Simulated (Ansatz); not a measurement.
Runs of Ansatz 0.2.0 on Cu3Au (Auricupride). The structure is cubic, space group Pm-3m (No. 221). The conventional cell has a = 3.740 Å, b = 3.740 Å, c = 3.740 Å, α = 90.00°, β = 90.00°, γ = 90.00°. Au (site symmetry m-3m) has 12 Cu at 2.64 Å as nearest neighbours. Cu (site symmetry 4/mmm) has 4 Au at 2.64 Å and 8 Cu at 2.64 Å as nearest neighbours. 

```tsv
task	level	spin	cell	k mesh	points for each segment of the path	gap on the mesh (eV)	pressure (GPa)	relaxed volume (Å³/atom)
band structure	RPBE	off	as given	7 × 7 × 7	14	none	(b)	-
relaxation of cell and atoms	RPBE	off	relaxed	7 × 7 × 7	-	-	0.0	13.95
relaxation of cell and atoms	PBEsol	off	relaxed	7 × 7 × 7	-	-	0.0	(a)
band structure	LDA	off	as given	7 × 7 × 7	14	none	-9.2	-
relaxation of cell and atoms	LDA	off	relaxed	7 × 7 × 7	-	-	0.0	12.36
band structure	PBEsol	SOC, no magnetisation	as given	5 × 5 × 5	14	none	-3.9	-
band structure	LDA	SOC, no magnetisation	as given	5 × 5 × 5	14	none	(c)	-
band structure	PBEsol	off	as given	7 × 7 × 7	14	none	-3.6	-
```

Alike in all rows: potentials or basis Ansatz PAW; cutoff (eV) 420; smearing fermi-dirac 0.05 eV.

Question: Fill in the values left out.

Answer: (a) 12.79; (b) 9.6; (c) -9.5.

Caveats: the PAW data sets come from PBE, with cores solved anew for the run's functional, which leaves a small shift of forces and pressure; spin-orbit coupling is left out, which moves the levels of the heavy elements (some runs); the plane-wave basis is chosen anew once the cell has moved, so the energies of steps on either side of that aren't comparable (some runs).

A k mesh can miss the band edges, and rows without SOC leave out spin-orbit coupling on Au.

A gap of «none» marks a metal or a gap under the smearing width.

Runs at the PBE level aren't shown here.
